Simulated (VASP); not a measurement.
# P (P6/mmm) in VASP: further runs

Aim: see how the results for P move with the level of theory and the settings. Levels: PBE, LDA, PBEsol+D4. Tasks: relaxation of cell and atoms, relaxation of the atoms, single point.

All numbers are computed with VASP 6.6.1; they aren't measurements. Logs are shortened: lines on timing, memory, paths and dates and some standing lists are left out, and cuts for length are marked.

## 1. The crystal as given

It takes space group P6/mmm (No. 191, hexagonal). The conventional cell has a = 2.635 Å, b = 2.635 Å, c = 2.449 Å, α = 90.00°, β = 90.00°, γ = 120.00°. P (site symmetry 6/mmm) is surrounded by 8 P at 2.45 to 2.64 Å.

The cell was built by a generator and needn't be a form met in nature.

## 2. Relaxation of cell and atoms, PBE

Input file INCAR:

```
SYSTEM = P
  ALGO = Fast
  EDIFF = 1E-7
  EDIFFG = -0.01
  ENCUT = 600
  GGA = PE
  IBRION = 2
  ISIF = 3
  ISMEAR = 0
  LASPH = .TRUE.
  LCHARG = .FALSE.
  LREAL = .FALSE.
  LWAVE = .FALSE.
  NELM = 80
  NSW = 60
  PREC = Accurate
  SIGMA = 0.05
```

Input file KPOINTS:

```
k-points
0
G
  12 12 11
  0 0 0
```

Input file POSCAR:

```
P
1.0
    2.6350100000      0.0000000000      0.0000000000
   -1.3175100000      2.2819900000      0.0000000000
    0.0000000000      0.0000000000      2.4492600000
P
1
Direct
    0.0000000000      0.0000000000      0.0000000000
```

Potentials or basis: VASP PAW PBE potentials, release 64 (P).

The run is started by

```
cat potpaw_PBE.64/P/POTCAR > POTCAR
mpirun -np 1 vasp_std > vasp.out
```

OUTCAR:

```text
SYSTEM = P
   EDIFF = 1E-7
   EDIFFG = -0.01
   ENCUT = 600
   GGA = PE
   IBRION = 2
   ISIF = 3
   ISMEAR = 0
   LASPH = .TRUE.
   LREAL = .FALSE.
   NELM = 80
   NSW = 60
   PREC = Accurate

 ion  position               nearest neighbor table
   1  0.000  0.000  0.000-

  LATTYP: Found a hexagonal cell.
 ALAT       =     2.6350100000
 C/A-ratio  =     0.9295069089

  Lattice vectors:

 A1 = (   2.6350100000,   0.0000000000,   0.0000000000)
 A2 = (  -1.3175100000,   2.2819900000,   0.0000000000)
 A3 = (   0.0000000000,   0.0000000000,   2.4492600000)

Analysis of symmetry for initial positions (statically):
=====================================================================
 Subroutine PRICEL returns:
 Original cell was already a primitive cell.

 Routine SETGRP: Setting up the symmetry group for a
 hexagonal supercell.

 Subroutine GETGRP returns: Found 24 space group operations
 (whereof 24 operations were pure point group operations)
 out of a pool of 24 trial point group operations.

The static configuration has the point symmetry D_6h.

Analysis of symmetry for dynamics (positions and initial velocities):
=====================================================================
 Subroutine PRICEL returns:
 Original cell was already a primitive cell.

 Routine SETGRP: Setting up the symmetry group for a
 hexagonal supercell.

 Subroutine GETGRP returns: Found 24 space group operations
 (whereof 24 operations were pure point group operations)
 out of a pool of 24 trial point group operations.

The dynamic configuration has the point symmetry D_6h.

 Subroutine INISYM returns: Found 24 space group operations
 (whereof 24 operations are pure point group operations),
 and found     1 'primitive' translations

----------------------------------------------------------------------------------------

                                     Primitive cell

  volume of cell :      14.7276

  direct lattice vectors                    reciprocal lattice vectors
     2.635010000  0.000000000  0.000000000     0.379505201  0.219107839  0.000000000
    -1.317510000  2.281990000  0.000000000     0.000000000  0.438214015  0.000000000
     0.000000000  0.000000000  2.449260000     0.000000000  0.000000000  0.408286585

  length of vectors
     2.635010000  2.635016311  2.449260000     0.438215065  0.438214015  0.408286585

  position of ions in fractional coordinates (direct lattice)
     0.000000000  0.000000000  0.000000000

  ion indices of the primitive-cell ions
   primitive index   ion index
                 1           1

----------------------------------------------------------------------------------------

 KPOINTS: k-points

Automatic generation of k-mesh.
 Grid dimensions read from file:
 generate k-points for:   12   12   11

 Generating k-lattice:

  Cartesian coordinates                     Fractional coordinates (reciprocal lattice)
     0.031625433  0.018258987  0.000000000     0.083333333  0.000000000  0.000000000
     0.000000000  0.036517835  0.000000000     0.000000000  0.083333333  0.000000000
     0.000000000  0.000000000  0.037116962     0.000000000  0.000000000  0.090909091

  Length of vectors
     0.036517922  0.036517835  0.037116962

  Shift w.r.t. Gamma in fractional coordinates (k-lattice)
     0.000000000  0.000000000  0.000000000

 Subroutine IBZKPT returns following result:
 ===========================================

 Found    114 irreducible k-points:

 Following reciprocal coordinates:
            Coordinates               Weight
  0.000000  0.000000  0.000000      1.000000
  0.083333  0.000000  0.000000      6.000000
  0.166667  0.000000  0.000000      6.000000
  0.250000  0.000000  0.000000      6.000000
  0.333333  0.000000  0.000000      6.000000
  0.416667  0.000000  0.000000      6.000000
[... 16 lines left out ...]
  0.250000  0.000000  0.090909     12.000000
  0.333333  0.000000  0.090909     12.000000
 [... further k-points ...]
   k-points           NKPTS =    114   k-points in BZ     NKDIM =    114   number of bands    NBANDS=      6
   number of dos      NEDOS =    301   number of ions     NIONS =      1
   total plane-waves  NPLWV =  11520
   dimension x,y,z NGX =    24 NGY =   24 NGZ =   20
   dimension x,y,z NGXF=    48 NGYF=   48 NGZF=   40
   ions per type =               1
   NGX,Y,Z   is equivalent  to a cutoff of  15.14, 15.14, 13.58 a.u.
   NGXF,Y,Z  is equivalent  to a cutoff of  30.28, 30.28, 27.15 a.u.
 SYSTEM =  P
   PREC   = accura    normal or accurate (medium, high low for compatibility)
   ISTART =      0    job   : 0-new  1-cont  2-samecut
   ICHARG =      2    charge: 1-file 2-atom 10-const
   ISPIN  =      1    spin polarized calculation?
   LNONCOLLINEAR =      F non collinear calculations
   LSORBIT =      F    spin-orbit coupling
   LASPH  =      T    aspherical Exc in radial PAW
   ENCUT  =  600.0 eV  44.10 Ry    6.64 a.u.   5.26  5.26  4.89*2*pi/ulx,y,z
   NELM   =     80;   NELMIN=  2; NELMDL= -5     # of ELM steps
   EDIFF  = 0.1E-06   stopping-criterion for ELM
   LREAL  =      F    real-space projection
   EDIFFG = -.1E-01   stopping-criterion for IOM
   NSW    =     60    number of steps for IOM
   IBRION =      2    ionic relax: 0-MD 1-quasi-New 2-CG
   NFREE  =      1    steps in history (QN), initial steepest desc. (CG)
   ISIF   =      3    stress and relaxation
   ISYM   =      2    0-nonsym 1-usesym 2-fastsym
   POTIM  = 0.5000    time-step for ionic-motion
   TEBEG  =    0.0;   TEEND  =   0.0 temperature during run
   PSTRESS=    0.0 pullay stress
   NELECT =       5.0000    total number of electrons
   NUPDOWN=      -1.0000    fix difference up-down
   EMIN   =  10.00;   EMAX   =-10.00  energy-range for DOS
   EFERMI =   0.00;   METHOD = LEGACY
   ISMEAR =     0;   SIGMA  =   0.05  broadening in eV -4-tet -1-fermi 0-gaus
   EFERMI_NEDOS =   21; number of points for ismear=-14 and -15
   IALGO  =     68    algorithm
   IMIX   =      4    mixing-type and parameters
     AMIX     =   0.40;   BMIX     =  1.00
     AMIX_MAG =   1.60;   BMIX_MAG =  1.00
  volume/ion in A,a.u.               =      14.73        99.39
  Fermi-wavevector in a.u.,A,eV,Ry     =   1.142057  2.158175 17.746007  1.304295
  Thomas-Fermi vector in A             =   2.278756
   LORBIT       =      0    0 simple, 1 ext, 2 COOP (PROOUT), +10 PAW based schemes
   GGA     = PE    functional components
   LHFCALC =     F    Hartree Fock is set to
   AEXX    =    0.0000 exact exchange contribution
   IVDW    =     0    specifies the selected vdW correction
   LEPSILON=     F    determine dielectric tensor
   LRPA    =     F    only Hartree local field effects (RPA)
 conjugate gradient relaxation of ions
 non-spin polarized calculation
 RMM-DIIS sequential band-by-band and
 Gauss-broadening in eV      SIGMA  =   0.05
  energy-cutoff  :      600.00
  volume of cell :       14.73
 maximum number of plane-waves:       501
 NGX is ok and might be reduce to    24
   NGX = 11   NGY = 11   NGZ =  9

--------------------------------------- Ionic step        1  -------------------------------------------

 number of electron       4.9999999 magnetization

 Free energy of the ion-electron system (eV)
  ---------------------------------------------------
  ext. energy  EPLUGINS =         0.00000000
  ---------------------------------------------------
  free energy    TOTEN  =        -4.93908527 eV

  energy without entropy =       -4.93824473  energy(sigma->0) =       -4.93866500

------------------------ aborting loop because EDIFF is reached ----------------------------------------

  FORCE on cell =-STRESS in cart. coord.  units (eV):
  Direction    XX          YY          ZZ          XY          YZ          ZX
  --------------------------------------------------------------------------------------
  -------------------------------------------------------------------------------------
  Total       -0.2635808     -0.2635818      0.4345548      0.0000006     -0.0000000      0.0000000
  in kB      -28.6743447    -28.6744553     47.2742041      0.0000628     -0.0000000      0.0000000
  external PRESSURE =      -3.3581986 kB  Pullay stress =       0.0000000 kB

 VOLUME and BASIS-vectors are now :
 -----------------------------------------------------------------------------
  energy-cutoff  :      600.00
  volume of cell :       14.73
      direct lattice vectors                 reciprocal lattice vectors
     2.635010000  0.000000000  0.000000000     0.379505201  0.219107839  0.000000000
    -1.317510000  2.281990000  0.000000000     0.000000000  0.438214015  0.000000000
     0.000000000  0.000000000  2.449260000     0.000000000  0.000000000  0.408286585
[... 36 lines left out ...]
 POSITION                                       TOTAL-FORCE (eV/Angst)
 -----------------------------------------------------------------------------------
      2.60150      0.00000      0.00000         0.000000      0.000000      0.000000
 -----------------------------------------------------------------------------------
    total drift:                               -0.000000     -0.000000     -0.000000

  FREE ENERGIE OF THE ION-ELECTRON SYSTEM (eV)
  ---------------------------------------------------
  free  energy   TOTEN  =        -4.9484941691 eV

  energy  without entropy=       -4.9482825242  energy(sigma->0) =       -4.94838835

--------------------------------------- Ionic step        3  -------------------------------------------

 number of electron       4.9999998 magnetization

 Free energy of the ion-electron system (eV)
  ---------------------------------------------------
  ext. energy  EPLUGINS =         0.00000000
  ---------------------------------------------------
  free energy    TOTEN  =        -4.94850682 eV

  energy without entropy =       -4.94829199  energy(sigma->0) =       -4.94839940

 E-fermi :   9.8217     XC(G=0): -11.3416

 val. band max:        9.5904225066   @ k =   0.2500   0.0833   0.3636
 cond. band min:       9.8519570932   @ k =   0.1667   0.0833   0.0000
 fundamental gap:      0.2615345865
 Fermi energy:         9.8217188291

 k-point     1 :       0.0000    0.0000    0.0000
  band No.  band energies     occupation
      1      -6.7640      2.00000
      2      13.7903      0.00000
      3      16.2188      0.00000
      4      16.2188      0.00000
      5      16.2899      0.00000
      6      21.4706      0.00000

 k-point     2 :       0.0833    0.0000    0.0000
  band No.  band energies     occupation
      1      -6.5731      2.00000
      2      13.9430      0.00000
      3      14.2251      0.00000
      4      15.6340      0.00000
      5      17.1857      0.00000
      6      20.8935      0.00000
[... 181 lines left out ...]
 k-point    23 :       0.2500    0.0000    0.0909
  band No.  band energies     occupation
      1      -4.8857      2.00000
      2       8.4813      2.00000
      3      13.0831      0.00000
      4      13.6314      0.00000
      5      17.7056      0.00000
      6      22.1905      0.00000

 k-point    24 :       0.3333    0.0000    0.0909
  band No.  band energies     occupation
      1      -3.5953      2.00000
      2       5.6257      2.00000
      3      12.8473      0.00000
      4      13.9211      0.00000
      5      16.9914      0.00000
      6      23.0891      0.00000

 [... further k-points ...]

------------------------ aborting loop because EDIFF is reached ----------------------------------------

  FORCE on cell =-STRESS in cart. coord.  units (eV):
  Direction    XX          YY          ZZ          XY          YZ          ZX
  --------------------------------------------------------------------------------------
  -------------------------------------------------------------------------------------
  Total        0.0055957      0.0055957     -0.0031211     -0.0000000      0.0000000      0.0000000
  in kB        0.6118300      0.6118323     -0.3412570     -0.0000013      0.0000000      0.0000000
  external PRESSURE =       0.2941351 kB  Pullay stress =       0.0000000 kB

 VOLUME and BASIS-vectors are now :
 -----------------------------------------------------------------------------
  energy-cutoff  :      600.00
  volume of cell :       14.65
      direct lattice vectors                 reciprocal lattice vectors
     2.600162954  0.000000076  0.000000000     0.384591274  0.222044294  0.000000000
    -1.300086345  2.251811360  0.000000000    -0.000000013  0.444086925  0.000000000
     0.000000000 -0.000000000  2.502660991     0.000000000  0.000000000  0.399574694

 POSITION                                       TOTAL-FORCE (eV/Angst)
 -----------------------------------------------------------------------------------
     -0.00000      0.00000      0.00000         0.000000      0.000000      0.000000
 -----------------------------------------------------------------------------------
    total drift:                               -0.000000     -0.000000      0.000000

  FREE ENERGIE OF THE ION-ELECTRON SYSTEM (eV)
  ---------------------------------------------------
  free  energy   TOTEN  =        -4.9485068152 eV

  energy  without entropy=       -4.9482919912  energy(sigma->0) =       -4.94839940

 reached required accuracy - stopping structural energy minimisation
```

Wall time 8.5 s (1 thread of Intel Xeon 6975P-C (Granite Rapids), shared host); peak memory 0.14 GiB.

What came out:

```yaml
Free_energy: -4.9485 eV
Relaxed_volume: 14.65 Å³/atom
Relaxed_cell: a = 2.600 Å, b = 2.600 Å, c = 2.503 Å, α = 90.00°, β = 90.00°, γ = 120.00°
Space_group_after_relaxing_to_0.05_Å: P6/mmm (No. 191)
Energy_gained_by_relaxing: 9.4 meV/atom
Ionic_steps: 3
Pressure_after_relaxing: 0.0 GPa
Band_gap_on_the_k_mesh: none (metal or under the smearing width)
```

Step by step:
| step | energy change (eV) | largest force (eV/Å) | pressure (GPa) | volume (Å³) |
| --- | --- | --- | --- | --- |
| 1 | 0.0000 | 0.0000 | -0.34 | 14.73 |
| 2 | -0.0094 | 0.0000 | 0.01 | 14.66 |
| 3 | -0.0094 | 0.0000 | 0.03 | 14.65 |

Final structure:
```
P
1.0
     2.60016    0.00000    0.00000
    -1.30009    2.25181    0.00000
     0.00000    0.00000    2.50266
P
1
Direct
  0.00000 0.00000 0.00000
```

Levels at points of the mesh, in eV from the Fermi level:
```tsv
k point	band 1	band 2	band 3	band 4	band 5	band 6
(0.00, 0.00, 0.00)	-16.59	3.97	6.40	6.40	6.47	11.65
(0.50, 0.00, 0.00)	-10.89	-8.38	2.24	5.73	7.60	13.69
```

## 3. Relaxation of the atoms, LDA

Input file INCAR:

```
SYSTEM = P
PREC = Accurate
ENCUT = 520
EDIFF = 1E-6
ISMEAR = 0
SIGMA = 0.05
LREAL = .False.
LASPH = .True.
NELM = 100
ALGO = Fast
ISIF = 2
LWAVE = .False.
LCHARG = .False.
IBRION = 2
NSW = 60
EDIFFG = -0.01
```

Input file KPOINTS:

```
Automatic mesh
0
Gamma
  12 12 11
  0 0 0
```

POSCAR is that of step 2.

Potentials or basis: VASP PAW LDA potentials, release 64 (P).

The run is started by

```
cat potpaw_LDA.64/P/POTCAR > POTCAR
mpirun -np 1 vasp_std > vasp.out
```

OUTCAR:

```text
SYSTEM = P
   PREC = Accurate
   ENCUT = 520
   EDIFF = 1E-6
   ISMEAR = 0
   LREAL = .False.
   LASPH = .True.
   NELM = 100
   ISIF = 2
   IBRION = 2
   NSW = 60
   EDIFFG = -0.01

 ion  position               nearest neighbor table
   1  0.000  0.000  0.000-

  LATTYP: Found a hexagonal cell.
 ALAT       =     2.6350100000
 C/A-ratio  =     0.9295069089

  Lattice vectors:

 A1 = (   2.6350100000,   0.0000000000,   0.0000000000)
 A2 = (  -1.3175100000,   2.2819900000,   0.0000000000)
 A3 = (   0.0000000000,   0.0000000000,   2.4492600000)

Analysis of symmetry for initial positions (statically):
=====================================================================
 Subroutine PRICEL returns:
 Original cell was already a primitive cell.

 Routine SETGRP: Setting up the symmetry group for a
 hexagonal supercell.

 Subroutine GETGRP returns: Found 24 space group operations
 (whereof 24 operations were pure point group operations)
 out of a pool of 24 trial point group operations.

The static configuration has the point symmetry D_6h.

Analysis of symmetry for dynamics (positions and initial velocities):
[... 162 lines left out ...]

 val. band max:        9.4152889864   @ k =   0.2500   0.0833   0.3636
 cond. band min:       9.4424507590   @ k =   0.1667   0.0833   0.0909
 fundamental gap:      0.0271617726
 Fermi energy:         9.4351338005

 k-point     1 :       0.0000    0.0000    0.0000
  band No.  band energies     occupation
      1      -6.7752      2.00000
      2      14.5287      0.00000
      3      15.4045      0.00000
      4      15.4045      0.00000
      5      16.5298      0.00000
      6      21.0200      0.00000
[... 199 lines left out ...]
 k-point    24 :       0.3333    0.0000    0.0909
  band No.  band energies     occupation
      1      -3.7149      2.00000
      2       5.3212      2.00000
      3      12.2806      0.00000
      4      14.2381      0.00000
      5      16.7631      0.00000
      6      23.5125      0.00000

 [... further k-points ...]

------------------------ aborting loop because EDIFF is reached ----------------------------------------

  FORCE on cell =-STRESS in cart. coord.  units (eV):
  Direction    XX          YY          ZZ          XY          YZ          ZX
  --------------------------------------------------------------------------------------
  -------------------------------------------------------------------------------------
  Total       -0.6841241     -0.6841267      0.0263760      0.0000015     -0.0000000      0.0000000
  in kB      -74.4242663    -74.4245534      2.8693834      0.0001631     -0.0000000      0.0000000
  external PRESSURE =     -48.6598121 kB  Pullay stress =       0.0000000 kB

 VOLUME and BASIS-vectors are now :
 -----------------------------------------------------------------------------
  energy-cutoff  :      520.00
  volume of cell :       14.73
      direct lattice vectors                 reciprocal lattice vectors
     2.635010000  0.000000000  0.000000000     0.379505201  0.219107839  0.000000000
    -1.317510000  2.281990000  0.000000000     0.000000000  0.438214015  0.000000000
     0.000000000  0.000000000  2.449260000     0.000000000  0.000000000  0.408286585

 POSITION                                       TOTAL-FORCE (eV/Angst)
 -----------------------------------------------------------------------------------
      0.00000      0.00000      0.00000        -0.000000      0.000000      0.000000
 -----------------------------------------------------------------------------------
    total drift:                                0.000000      0.000000      0.000000

  FREE ENERGIE OF THE ION-ELECTRON SYSTEM (eV)
  ---------------------------------------------------
  free  energy   TOTEN  =        -5.7080372149 eV

  energy  without entropy=       -5.7072376646  energy(sigma->0) =       -5.70763744

 reached required accuracy - stopping structural energy minimisation
```

CONTCAR:

```text
P
   1.00000000000000
     2.6350099999999999    0.0000000000000000    0.0000000000000000
    -1.3175100000000000    2.2819900000000000    0.0000000000000000
     0.0000000000000000    0.0000000000000000    2.4492600000000002
  P
     1
Direct
     0.0000000000000000    0.0000000000000000    0.0000000000000000

  0.00000000E+00  0.00000000E+00  0.00000000E+00
```

It took 2.8 s on 1 thread of Intel Xeon 6975P-C (Granite Rapids), shared host; peak memory 0.11 GiB.

Results:

* Free energy: -5.7080 eV
* Pressure after relaxing: -4.9 GPa
* Band gap on the k mesh: none (metal or under the smearing width)

Stress tensor (GPa, compression positive):
```
-7.44  0.00  0.00
 0.00 -7.44  0.00
 0.00  0.00  0.29
```

Final structure:
```yaml
crystal:
  lattice:
    - [2.63501, 0.00000, 0.00000]
    - [-1.31751, 2.28199, 0.00000]
    - [0.00000, 0.00000, 2.44926]
  atoms:
    - { symbol: P, position: [0.00000, 0.00000, 0.00000] }
```

Levels at points of the mesh, in eV from the Fermi level:
| k point | band 1 | band 2 | band 3 | band 4 | band 5 |
| --- | --- | --- | --- | --- | --- |
| (0.00, 0.00, 0.00) | -16.21 | 5.09 | 5.97 | 5.97 | 7.09 |
| (0.50, 0.00, 0.00) | -10.84 | -8.05 | 2.08 | 5.76 | 8.41 |

Caveat: the relaxation stopped at its first step, so nothing moved.

(Part 1 of 2 ends here.)
